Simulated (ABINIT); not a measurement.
Runs of ABINIT 10.8.3 (patched build) on Te2Pt (Moncheite). The structure is trigonal, space group P-3m1 (No. 164). The conventional cell has a = 4.010 Å, b = 4.010 Å, c = 5.201 Å, α = 90.00°, β = 90.00°, γ = 120.00°. Around Pt (site symmetry -3m) lie 6 Te at 2.66 Å. Te (site symmetry 3m) has 3 Pt at 2.66 Å as nearest neighbours. 

| task | level | potentials or basis | k mesh | cutoff (eV) | fine-grid cutoff | mesh quality | gap on the mesh (eV) | pressure (GPa) | largest force (eV/Å) |
| --- | --- | --- | --- | --- | --- | --- | --- | --- | --- |
| single point | PBEsol | JTH PAW PBE v2.0 | 6 × 6 × 4 | 435 | 870.764 eV | not flagged | none | 5.5 | (b) |
| band structure | LDA | JTH PAW LDA v2.0 | 8 × 8 × 5 | 544 | 1088.46 eV | not flagged | none | 3.1 | 0.78 |
| band structure | PBEsol | JTH PAW PBE v2.0 | 8 × 8 × 5 | 435 | 870.764 eV | not flagged | none | 5.5 | 0.96 |
| band structure | rPW86PBE | JTH PAW PBE v2.0 | 8 × 8 × 5 | 435 | 870.764 eV | not flagged | none | 16.5 | (a) |
| band structure | AM05 | JTH PAW PBE v2.0 | 8 × 8 × 5 | 435 | 870.764 eV | not flagged | none | 5.2 | 0.84 |
| band structure | HCTH407 | JTH PAW PBE v2.0 | 8 × 8 × 5 | 435 | 870.764 eV | not flagged | none | 9.3 | 0.66 |
| band structure | revPBE | JTH PAW PBE v2.0 | 8 × 8 × 5 | 435 | 870.764 eV | not flagged | none | 11.4 | 1.25 |
| single point | r2SCAN | JTH PAW PBE v2.0 | 3 × 3 × 2 | 517 | 1034.03 eV | coarse | none | 8.7 | 0.78 |
| single point | LDA | JTH PAW LDA v2.0 | 5 × 5 × 3 | 544 | 1088.46 eV | coarse | none | 3.1 | 0.62 |
| single point | PBEsol | JTH PAW PBE v2.0 | 3 × 3 × 2 | 435 | 870.764 eV | coarse | none | 6.0 | 0.70 |
| single point | r2SCAN | JTH PAW PBE v2.0 | 6 × 6 × 4 | 517 | 1034.03 eV | not flagged | none | 8.1 | 1.09 |
| single point | LDA | JTH PAW LDA v2.0 | 3 × 3 × 2 | 544 | 1088.46 eV | coarse | none | 3.5 | 0.52 |

Alike in all rows: no spin polarisation; cell as given; smearing fermi-dirac 0.05 eV.

Fill in the values left out.

(a) 1.60; (b) 1.01.

Caveats: some runs use coarse meshes; the PAW data sets were made with another functional, which shifts forces and pressure a little (some runs); spin-orbit coupling is left out, which moves the levels of the heavy elements (some runs); so large a pressure means that the cell lies far from this level's equilibrium, or that cutoff or potentials fall short (some runs); the potentials were made for another functional, which shifts forces and pressure (some runs).

A k mesh can miss the band edges, and the runs leave out spin-orbit coupling on Pt, Te.

A gap of «none» marks a metal or a gap under the smearing width.

Runs at the PBE level aren't shown here.
